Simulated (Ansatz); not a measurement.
Pressure series of KBr (Fm-3m)

```xyz
2
Lattice="3.3022 3.3022 0.0000 -3.3022 3.3022 0.0000 0.0000 3.3022 3.3022" Properties=species:S:1:pos:R:3 pbc="T T T"
K     0.0000    0.0000    0.0000
Br    0.0000    3.3022    0.0000
```

This is the zero-pressure cell under r²SCAN. Cell and atoms are relaxed by PAW (default files of Ansatz 0.2.0, cutoff 500 eV, stress met within about 0.05 GPa) at each pressure, in this structure whether or not another phase would take over; P is the pressure reached, less that of this cell. Levels come from r²SCAN, PAW on Ansatz 0.2.0's default frozen-core files (fitted under PBE), scalar-relativistic; k mesh 6×6×6, fixed occupations, cutoff 500 eV. Conduction levels are in eV over the valence top (at Γ), at fixed fractional wave vectors. Zone-centre phonons come from finite displacements by PAW, without the LO-TO term.

```
P (GPa)    V/V₀      Γ      X      L  T1u TO (cm⁻¹)
  -2.02  1.2361  4.548  6.509  6.657           61.6
   0.00  1.0000  5.071  6.360  7.123          116.4
   1.95  0.9085  5.363  6.228  7.330          143.2
   3.93  0.8491  5.594  6.107  7.472          163.2
   6.95  0.7868  5.882  5.940  7.625          187.1
   9.95       ?      ?      ?      ?              ?
  14.95  0.6889  6.460  5.561  7.871          232.1
```

Question: Fit the third-order Birch-Murnaghan equation to the rows shown.

Answer: With f = [(V₀/V)^(2/3) − 1]/2, the normalised pressure F = P/[3f(1 + 2f)^(5/2)] is 14.6 GPa at f = -0.0659, 16.8 GPa at f = 0.0330, 17.3 GPa at f = 0.0576, 17.9 GPa at f = 0.0867, 19.0 GPa at f = 0.1410. The line F = B₀[1 + (3/2)(B′ − 4)f] gives B₀ = 16.0 GPa and B′ = 4.9.

Question: What are the volume deformation potentials and pressure coefficients of these levels at zero pressure?

Answer: 

```csv
level,dE/dlnV (eV),dE/dP = −(dE/dlnV)/B₀ (meV/GPa),mean slope up to 2.0 GPa (meV/GPa)
Γ,-2.85,177.4,149.6
X,1.14,-71.1,-67.4
L,-2.18,136.1,105.8
```

dE/dlnV is the slope of a cubic fit in ln V at V₀. The last column is read from two rows and shows how the slope bends with pressure.

Question: What mode Grüneisen parameters follow?

Answer: γ = −d ln ω/d ln V at V₀ from a quadratic fit in ln V: T1u 2.52.

Question: Fill the row at 9.95 GPa.

Answer: The fits give V/V₀ = 0.7424 and Γ = 6.122 eV. Computed: V/V₀ = 0.7424, Γ = 6.122, X = 5.789, L = 7.736, T1u TO (cm⁻¹) = 206.2.

Question: Where does the lowest conduction level change its place?

Answer: From Γ to X near 7.4 GPa, by linear interpolation between the computed rows. Errors in the spacing of the valleys shift these pressures.

Caveats: no other phase was computed; many crystals of this kind change structure within this range, and rows or crossings beyond such a change describe a metastable lattice; frozen-core PAW files fitted under PBE, their cores solved anew for the functional of the run; no spin-orbit coupling on heavy atoms; semilocal gaps are low, and the spacing of valleys can be off by tenths of an eV; levels are read at fixed fractional k, so an edge that moves off these points is missed.
